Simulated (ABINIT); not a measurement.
# InP (F-43m) in ABINIT: a series of runs, part 2 of 2

ABINIT 10.8.3 (patched build). The steps go on from the part before.

### Step 3. Equation of state, AM05

run.abi

```
# Datasets: one volume each
ndtset 7
getwfk -1
scalecart1 3*0.9795861087
scalecart2 3*0.9864848297
scalecart3 3*0.9932883884
scalecart4 3*1.0000000000
scalecart5 3*1.0066227096
scalecart6 3*1.0131594038
scalecart7 3*1.0196128224

# Pseudopotentials
pp_dirpath "./"
pseudos "In.GGA_PBE-JTH_sp.xml, P.GGA_PBE-JTH.xml"

# Structure
acell 3*1.0 Angstrom
rprim
     0.0000000000     2.9305000000     2.9305000000
     2.9305000000     0.0000000000     2.9305000000
     2.9305000000     2.9305000000     0.0000000000
ntypat 2
znucl 49 15
natom 2
typat 1 2
xred
     0.0000000000     0.0000000000     0.0000000000
     0.7500000000     0.7500000000     0.7500000000

# Plane-wave basis
ecut 544.227725 eV
pawecutdg 40.0

# k points
kptopt 1
ngkpt 8 8 8
nshiftk 1
shiftk 0.0 0.0 0.0

# Exchange and correlation
ixc -120135

# Bands and occupations
nband 8
occopt 3
tsmear 0.05 eV

# SCF cycle
nstep 100
tolvrs 1.0e-9

# Output
iomode 3
prtwf 1
prtden 0
prteig 0
prtebands 0
```

Potentials or basis: JTH PAW PBE v2.0 sp.

The run is started by

```sh
$ abinit run.abi > log 2>&1
```

run.abo:

```text
.Version 10.8.3 of ABINIT
 DATASET    1 : space group F-4 3 m (#216); Bravais cF (face-center cubic)
================================================================================
 Values of the parameters that define the memory need for DATASET  1.
     intxc =       0    ionmov =       0      iscf =      17    lmnmax =      13
     lnmax =       5     mgfft =      32  mpssoang =       3    mqgrid =    3001
     natom =       2  nloc_mem =       2    nspden =       1   nspinor =       1
    nsppol =       1      nsym =      24    n1xccc =       1    ntypat =       2
    occopt =       3   xclevel =       2
       mpw =        1384          nfft =       32768          nkpt =          29
 PAW method is used; the additional fine FFT grid is defined by:
   mgfftf=        45    nfftf =     91125
================================================================================
================================================================================
[... 71 lines left out ...]
 DATASET    7 : space group F-4 3 m (#216); Bravais cF (face-center cubic)
================================================================================
 Values of the parameters that define the memory need for DATASET  7.
     intxc =       0    ionmov =       0      iscf =      17    lmnmax =      13
     lnmax =       5     mgfft =      36  mpssoang =       3    mqgrid =    3001
     natom =       2  nloc_mem =       2    nspden =       1   nspinor =       1
    nsppol =       1      nsym =      24    n1xccc =       1    ntypat =       2
    occopt =       3   xclevel =       2
       mpw =        1556          nfft =       46656          nkpt =          29
 PAW method is used; the additional fine FFT grid is defined by:
   mgfftf=        48    nfftf =    110592
================================================================================
================================================================================

--------------------------------------------------------------------------------
------------- Echo of variables that govern the present computation ------------
--------------------------------------------------------------------------------
 -outvars: echo values of preprocessed input variables --------
            acell      1.8897261259E+00  1.8897261259E+00  1.8897261259E+00 Bohr
              amu      1.14820000E+02  3.09737620E+01
             ecut      2.00000000E+01 Hartree
           getwfk          -1
              ixc     -120135
           jdtset        1    2    3    4    5    6    7
         kptrlatt        8    0    0      0    8    0      0    0    8
          kptrlen1     6.13745323E+01
          kptrlen2     6.18067616E+01
          kptrlen3     6.22330286E+01
          kptrlen4     6.26535348E+01
          kptrlen5     6.30684709E+01
          kptrlen6     6.34780179E+01
          kptrlen7     6.38823474E+01
            natom           2
            nband           8
           ndtset           7
            ngfft1         32      32      32
            ngfft2         32      32      32
            ngfft3         32      32      32
            ngfft4         32      32      32
            ngfft5         32      32      32
            ngfft6         32      32      32
            ngfft7         36      36      36
          ngfftdg1         45      45      45
          ngfftdg2         45      45      45
          ngfftdg3         48      48      48
          ngfftdg4         48      48      48
          ngfftdg5         48      48      48
          ngfftdg6         48      48      48
[... 53 lines left out ...]
            xcart2     0.0000000000E+00  0.0000000000E+00  0.0000000000E+00
                       8.1944962930E+00  8.1944962930E+00  8.1944962930E+00
            xcart3     0.0000000000E+00  0.0000000000E+00  0.0000000000E+00
                       8.2510118469E+00  8.2510118469E+00  8.2510118469E+00
            xcart4     0.0000000000E+00  0.0000000000E+00  0.0000000000E+00
                       8.3067636180E+00  8.3067636180E+00  8.3067636180E+00
            xcart5     0.0000000000E+00  0.0000000000E+00  0.0000000000E+00
                       8.3617769011E+00  8.3617769011E+00  8.3617769011E+00
            xcart6     0.0000000000E+00  0.0000000000E+00  0.0000000000E+00
                       8.4160756747E+00  8.4160756747E+00  8.4160756747E+00
            xcart7     0.0000000000E+00  0.0000000000E+00  0.0000000000E+00
                       8.4696826975E+00  8.4696826975E+00  8.4696826975E+00
             xred      0.0000000000E+00  0.0000000000E+00  0.0000000000E+00
                       7.5000000000E-01  7.5000000000E-01  7.5000000000E-01
            znucl       49.00000   15.00000

================================================================================

 chkinp: Checking input parameters for consistency, jdtset=   1.

 chkinp: Checking input parameters for consistency, jdtset=   2.
[... 36 lines left out ...]
 getcut: wavevector=  0.0000  0.0000  0.0000  ngfft=  45  45  45
         ecut(hartree)=     40.000   => boxcut(ratio)=   2.01446

--- Pseudopotential description ------------------------------------------------
- pspini: atom type   1  psp file is ./In.GGA_PBE-JTH_sp.xml
 Pseudopotential format is: paw10
 basis_size (lnmax)=  5 (lmn_size= 13), orbitals=   0   0   1   1   2
 Spheres core radius: rc_sph= 2.90115454
 Shapefunction is SIN type: shapef(r)=[sin(pi*r/rshp)/(pi*r/rshp)]**2
 Radius for shape functions =  2.20905649
 Compensation charge density is not taken into account in XC energy/potential

- pspini: atom type   2  psp file is ./P.GGA_PBE-JTH.xml
 Pseudopotential format is: paw10
 basis_size (lnmax)=  4 (lmn_size=  8), orbitals=   0   0   1   1
 Spheres core radius: rc_sph= 1.60765221
 Shapefunction is SIN type: shapef(r)=[sin(pi*r/rshp)/(pi*r/rshp)]**2
 Radius for shape functions =  1.60765221
 Compensation charge density is not taken into account in XC energy/potential

   2.29043081E+02                                ecore*ucvol(ha*bohr**3)
--------------------------------------------------------------------------------

[... 1047 lines left out ...]
 getcut: wavevector=  0.0000  0.0000  0.0000  ngfft=  36  36  36
         ecut(hartree)=     20.000   => boxcut(ratio)=   2.23940

 getcut : COMMENT -
  Note that boxcut > 2.2 ; recall that boxcut=Gcut(box)/Gcut(sphere) = 2
  is sufficient for exact treatment of convolution.
  Such a large boxcut is a waste : you could raise ecut
  e.g. ecut=   25.074542 Hartrees makes boxcut=2

 Fine grid specifications (used for densities):

 getcut: wavevector=  0.0000  0.0000  0.0000  ngfft=  48  48  48
         ecut(hartree)=     40.000   => boxcut(ratio)=   2.11133
--------------------------------------------------------------------------------
[... 141 lines left out ...]
-Cartesian components of stress tensor (GPa)         [Pressure= -7.3634E-01 GPa]
- sigma(1 1)=  7.36335449E-01  sigma(3 2)=  0.00000000E+00
- sigma(2 2)=  7.36335449E-01  sigma(3 1)=  0.00000000E+00
- sigma(3 3)=  7.36335449E-01  sigma(2 1)=  0.00000000E+00

== END DATASET(S) ==============================================================
================================================================================

 -outvars: echo values of variables after computation  --------
            acell      1.8897261259E+00  1.8897261259E+00  1.8897261259E+00 Bohr
           etotal1    -8.7164570087E+00
           etotal2    -8.7183598888E+00
           etotal3    -8.7197864179E+00
           etotal4    -8.7207878139E+00
           etotal5    -8.7214097468E+00
           etotal6    -8.7216911972E+00
           etotal7    -8.7216676799E+00
            fcart1    -0.0000000000E+00 -0.0000000000E+00 -0.0000000000E+00
                      -0.0000000000E+00 -0.0000000000E+00 -0.0000000000E+00
            fcart2     6.1610983920E-30 -1.8483295176E-29  3.0805491960E-29
                      -6.1610983920E-30  1.8483295176E-29 -3.0805491960E-29
            fcart3     1.5297244408E-29  1.5297244408E-29 -4.5891733224E-29
                      -1.5297244408E-29 -1.5297244408E-29  4.5891733224E-29
            fcart4     9.1167451470E-30 -3.0389150490E-30 -3.0389150490E-30
                      -9.1167451470E-30  3.0389150490E-30  3.0389150490E-30
            fcart5    -1.2075686432E-29 -1.2075686432E-29  3.6227059295E-29
                       1.2075686432E-29  1.2075686432E-29 -3.6227059295E-29
[... 38 lines left out ...]
                       0.0000000000E+00  0.0000000000E+00  0.0000000000E+00
           xangst1     0.0000000000E+00  0.0000000000E+00  0.0000000000E+00
                       4.3060156373E+00  4.3060156373E+00  4.3060156373E+00
           xangst2     0.0000000000E+00  0.0000000000E+00  0.0000000000E+00
                       4.3363406902E+00  4.3363406902E+00  4.3363406902E+00
           xangst3     0.0000000000E+00  0.0000000000E+00  0.0000000000E+00
                       4.3662474333E+00  4.3662474333E+00  4.3662474333E+00
           xangst4     0.0000000000E+00  0.0000000000E+00  0.0000000000E+00
                       4.3957500000E+00  4.3957500000E+00  4.3957500000E+00
           xangst5     0.0000000000E+00  0.0000000000E+00  0.0000000000E+00
                       4.4248617757E+00  4.4248617757E+00  4.4248617757E+00
           xangst6     0.0000000000E+00  0.0000000000E+00  0.0000000000E+00
                       4.4535954493E+00  4.4535954493E+00  4.4535954493E+00
           xangst7     0.0000000000E+00  0.0000000000E+00  0.0000000000E+00
                       4.4819630641E+00  4.4819630641E+00  4.4819630641E+00
             xred      0.0000000000E+00  0.0000000000E+00  0.0000000000E+00
                       7.5000000000E-01  7.5000000000E-01  7.5000000000E-01
 Calculation completed.
```

Wall time 69 s (1 thread of Arm Neoverse V2, shared host); peak memory 0.16 GiB.

What came out:

* Equilibrium volume: 26.38 Å³/atom
* Bulk modulus: 66 GPa
* Pressure derivative of the bulk modulus: 4.8

Energy against volume, from the lowest point:
| volume (Å³/atom) | energy (meV/atom) |
| --- | --- |
| 23.657 | 71.21 |
| 24.160 | 45.32 |
| 24.663 | 25.92 |
| 25.167 | 12.29 |
| 25.670 | 3.83 |
| 26.173 | 0.00 |
| 26.677 | 0.32 |

Caveat: the cutoff is too short for stress, so the log's stress isn't used; pressures at fixed basis lie under the slope of the energies; the PAW data sets were made with another functional, which shifts forces and pressure a little; this set keeps more shells in the core, which shifts pressures and gaps.

### Step 4. Equation of state, LDA-PZ

run.abi

```
ndtset 7
getwfk -1
scalecart1 3*0.9795861087
scalecart2 3*0.9864848297
scalecart3 3*0.9932883884
scalecart4 3*1.0000000000
scalecart5 3*1.0066227096
scalecart6 3*1.0131594038
scalecart7 3*1.0196128224

pp_dirpath "./"
pseudos "In.LDA_PW-JTH_sp.xml, P.LDA_PW-JTH.xml"

acell 7.83169184 7.83169184 7.83169184
rprim
     0.0000000000     0.7071067812     0.7071067812
     0.7071067812     0.0000000000     0.7071067812
     0.7071067812     0.7071067812     0.0000000000
ntypat 2
znucl 49 15
natom 2
typat 1 2
xred
     0.0000000000     0.0000000000     0.0000000000
     0.7500000000     0.7500000000     0.7500000000

ecut 544.227725 eV
pawecutdg 40.0

kptopt 1
ngkpt 8 8 8
nshiftk 1
shiftk 0.0 0.0 0.0

ixc 2

nband 8
occopt 3
tsmear 0.05 eV

nstep 100
tolvrs 1.0e-9

iomode 3
prtwf 1
prtden 0
prteig 0
prtebands 0
```

Potentials or basis: JTH PAW LDA v2.0 sp.

The run is started by

```sh
$ abinit run.abi > log 2>&1
```

run.abo:

```text
.Version 10.8.3 of ABINIT
 DATASET    1 : space group F-4 3 m (#216); Bravais cF (face-center cubic)
================================================================================
 Values of the parameters that define the memory need for DATASET  1.
     intxc =       0    ionmov =       0      iscf =      17    lmnmax =      13
     lnmax =       5     mgfft =      32  mpssoang =       3    mqgrid =    3001
     natom =       2  nloc_mem =       2    nspden =       1   nspinor =       1
    nsppol =       1      nsym =      24    n1xccc =       1    ntypat =       2
    occopt =       3   xclevel =       1
       mpw =        1384          nfft =       32768          nkpt =          29
 PAW method is used; the additional fine FFT grid is defined by:
   mgfftf=        45    nfftf =     91125
================================================================================
================================================================================
[... 71 lines left out ...]
 DATASET    7 : space group F-4 3 m (#216); Bravais cF (face-center cubic)
[... 1433 lines left out ...]
                       2.8489828603E-31  1.8993219069E-31 -4.7483047672E-31
            fcart5    -0.0000000000E+00 -0.0000000000E+00 -0.0000000000E+00
                      -0.0000000000E+00 -0.0000000000E+00 -0.0000000000E+00
[... 38 lines left out ...]
                       0.0000000000E+00  0.0000000000E+00  0.0000000000E+00
           xangst1     0.0000000000E+00  0.0000000000E+00  0.0000000000E+00
                       4.3060156345E+00  4.3060156345E+00  4.3060156345E+00
           xangst2     0.0000000000E+00  0.0000000000E+00  0.0000000000E+00
                       4.3363406873E+00  4.3363406873E+00  4.3363406873E+00
           xangst3     0.0000000000E+00  0.0000000000E+00  0.0000000000E+00
                       4.3662474304E+00  4.3662474304E+00  4.3662474304E+00
           xangst4     0.0000000000E+00  0.0000000000E+00  0.0000000000E+00
                       4.3957499971E+00  4.3957499971E+00  4.3957499971E+00
           xangst5     0.0000000000E+00  0.0000000000E+00  0.0000000000E+00
                       4.4248617728E+00  4.4248617728E+00  4.4248617728E+00
           xangst6     0.0000000000E+00  0.0000000000E+00  0.0000000000E+00
                       4.4535954463E+00  4.4535954463E+00  4.4535954463E+00
           xangst7     0.0000000000E+00  0.0000000000E+00  0.0000000000E+00
                       4.4819630611E+00  4.4819630611E+00  4.4819630611E+00
             xred      0.0000000000E+00  0.0000000000E+00  0.0000000000E+00
                       7.5000000000E-01  7.5000000000E-01  7.5000000000E-01
 Calculation completed.
```

It took 44 s on 1 thread of Arm Neoverse V2, shared host; peak memory 0.15 GiB.

What came out:

```yaml
Equilibrium_volume: 25.58 Å³/atom
Bulk_modulus: 72 GPa
Pressure_derivative_of_the_bulk_modulus: 4.9
```

Energy against volume, from the lowest point:
```csv
volume (Å³/atom),energy (meV/atom)
23.657,37.87
24.160,19.76
24.663,7.85
25.167,1.46
25.670,0.00
26.173,2.92
26.677,9.75
```

Caveat: pressures at fixed basis lie under the slope of the energies; this set keeps more shells in the core, which shifts pressures and gaps.

### Step 5. The runs side by side

| task | level | potentials or basis | V0 of scaled cells (Å³/atom) | B0 (GPa) |
| --- | --- | --- | --- | --- |
| band structure | BP86 | JTH PAW PBE v2.0 sp | - | - |
| equation of state | AM05 | JTH PAW PBE v2.0 sp | 26.38 | 66 |
| equation of state | LDA-PZ | JTH PAW LDA v2.0 sp | 25.58 | 72 |

Alike in all rows: no spin polarisation; cell as given; k mesh 8 × 8 × 8; cutoff (eV) 544; smearing fermi-dirac 0.05 eV.

Caveats: this set keeps more shells in the core, which shifts pressures and gaps; the PAW data sets were made with another functional, which shifts forces and pressure a little (some runs); pressures at fixed basis lie under the slope of the energies (some runs); spin-orbit coupling is left out, which moves the levels of the heavy elements (some runs).

Absolute energies hang on the potentials; compare differences alone.

### Step 6. How close it comes

Step 2. Measured gap of InP: 1.4236 eV (direct; 1.6 K; a printed reference work, data compilation). This calculation gives 0.72 eV (-0.70 eV). Spin-orbit coupling on In is left out. The value is that of BP86, without temperature or zero-point motion.

Step 3. Against the measured bulk modulus of InP, 71 GPa (a printed reference work, data compilation), the calculated 66 GPa is off by -7.1 %. The fit is for a static lattice scaled at fixed shape and fixed fractional positions.

Step 4. A measured bulk modulus of InP is 71 GPa (a printed reference work, data compilation); the calculated 72 GPa misses it by +1.9 %. The fit is for a static lattice scaled at fixed shape and fixed fractional positions.
